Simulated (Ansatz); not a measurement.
# C: pressure as volume scale varies

Results calculated with Ansatz 0.2.0, not measured. Free energy against uniform scaling of the volume at fixed shape and fractions; periodic cell, basis, potentials, k mesh and filling as listed.

The cell before it is scaled or strained (space group C2/m, No. 12):
```
CELL_PARAMETERS angstrom
2.12730 -1.22830 0.00000
2.12730 1.22830 0.00000
-1.37910 0.00000 3.50280
ATOMIC_POSITIONS crystal
C 0.83336 0.83336 0.00009
C 0.16664 0.16664 0.99991
```

Settings of every row: functional r2SCAN; dispersion none; potentials PAW; wave cutoff 600 eV; density cutoff 2400 eV; k mesh 14x14x8; k shift 0x0x0; occupations fermi dirac; smearing width 0.15 eV; spin none.

Limits: a layered crystal: even scaling strains the bonds within the layers, so this curve is stiffer than the crystal under pressure; the cell comes from a prototype or a list of computed structures and needn't be the stable phase.

```
row  volume scale  V (Å³/atom)  pressure (GPa)  energy above lowest point (meV/atom)
  1          0.92         8.42           26.34                                    56
  2        0.9467        8.665           16.39                                  23.6
  3        0.9733        8.908            7.58                                   5.5
  4             1        9.153               ?                                     ?
  5        1.0267        9.397           -7.11                                   5.7
  6        1.0533        9.641          -13.22                                  21.2
  7          1.08        9.885          -18.63                                  45.6
```

Question: what pressure should row 4 give?

Worked fit of pressure. Take u = (V_r/V)^(2/3) − 1 with V_r = 9.1525 Å³ an atom, which is twice the finite (Eulerian) strain; such expansions in the strain, on which the Birch-Murnaghan equation of state is built, carry the rest volume and the bulk modulus. The shown rows have u = 0.05719, 0.03716, 0.01822, -0.01742, -0.03407, -0.05003. Least squares give pressure = −0.207 + 412.86 × u + 897.4 × u² GPa; a straight line predicts inner rows, each left out in turn, worse (root mean square 0.96 against 0.035 GPa). The rows lie off it by 0.00, 0.02, -0.03, 0.02, 0.01, -0.01. The pressure vanishes at u = 0.0005, or V = 9.146 Å³ an atom, and there the bulk modulus at fixed shape and fractions is B = −V dP/dV = (2/3)(1 + u) dP/du = 276 GPa. Letting shape and atoms relax would as a rule lower it, by much in layered, chain or molecular crystals. The withheld row has u = -4e-05, so the fit gives −0.207 + 412.86 × (-4e-05) + 897.4 × (-4e-05)² = -0.22 GPa.

The calculation gave -0.21 GPa. The fit lies 0.01 GPa (0.022 % of the column's range) below it, one unit of the last digit.

The other values of row 4: energy above lowest point 0 meV/atom.
